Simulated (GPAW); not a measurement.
CdTe:

```
CELL_PARAMETERS angstrom
0.00000 3.20500 3.20500
3.20500 0.00000 3.20500
3.20500 3.20500 0.00000
ATOMIC_POSITIONS crystal
Te 0.75000 0.75000 0.75000
Cd 0.00000 0.00000 0.00000
```

Base run:

```yaml
Program: GPAW 26.7.0
Functional: PBEsol
Potentials_or_basis: PAW data sets generated in the run's folder for this functional
Cutoff: 600 eV
Basis: pw
k_mesh: 7 × 7 × 7
Occupations: fermi-dirac, width 0.05 eV
Spin: no spin polarisation
```

Its results: band gap on the k mesh 0.76 eV, direct; pressure 1.3 GPa.

**Question.** The run is repeated on the same cell with these changes: spin from no spin polarisation to spin-orbit coupling, no magnetisation. What comes out?

**Answer.** Band gap on the k mesh 0.43 eV, direct; pressure 1.3 GPa.

Spin-orbit coupling splits the band edges, which narrows the gap.

Caveats: spin-orbit coupling is left out, which moves the levels of the heavy elements (some runs); spin-orbit coupling was added after a scalar SCF, so levels and gaps hold it while energy, forces, pressure and moments don't (some runs); this program's spin-orbit splittings come out too wide for heavy elements (some runs).
